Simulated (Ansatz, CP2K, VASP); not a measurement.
One calculation of La, 3 ways

```
La
1.0
     3.75000    0.00000    0.00000
    -1.87500    3.24760    0.00000
     0.00000    0.00000    6.07000
La
2
Direct
  0.66667 0.33333 0.75000
  0.33333 0.66667 0.25000
```

This isn't the form of La at room conditions, which is double hcp.

Alike in all runs: task single point; functional LDA; k mesh 8 × 8 × 5; occupations gaussian, width 0.05 eV; no spin polarisation; no spin-orbit coupling. LDA stands for any of its common fits. Pressure is positive in compression and, in plane waves, holds the error of the finite cutoff.

| program and potentials | plane-wave cutoff (eV) | notes | pressure (GPa) |
| --- | --- | --- | --- |
| CP2K, GTH_POTENTIALS La GTH-PADE-q11; TZVP-MOLOPT-SR-GTH basis | - | atomic basis | -1.70 |
| Ansatz, all-electron LAPW, scalar-relativistic | - | - | -2.77 |
| VASP, LDA PAW files La, 520 eV | 520 | - | -2.87 |

The pressure spans -2.87 (VASP, LDA PAW files La, 520 eV) to -1.70 GPa (CP2K, GTH_POTENTIALS La GTH-PADE-q11; TZVP-MOLOPT-SR-GTH basis), with all-electron results at -2.77. Rows in atomic bases carry the error of their basis and grid, which can be large.

The functional is the same throughout but for its coding, so the spread measures potentials, basis and numerics; runs on potential files found faulty are left out.
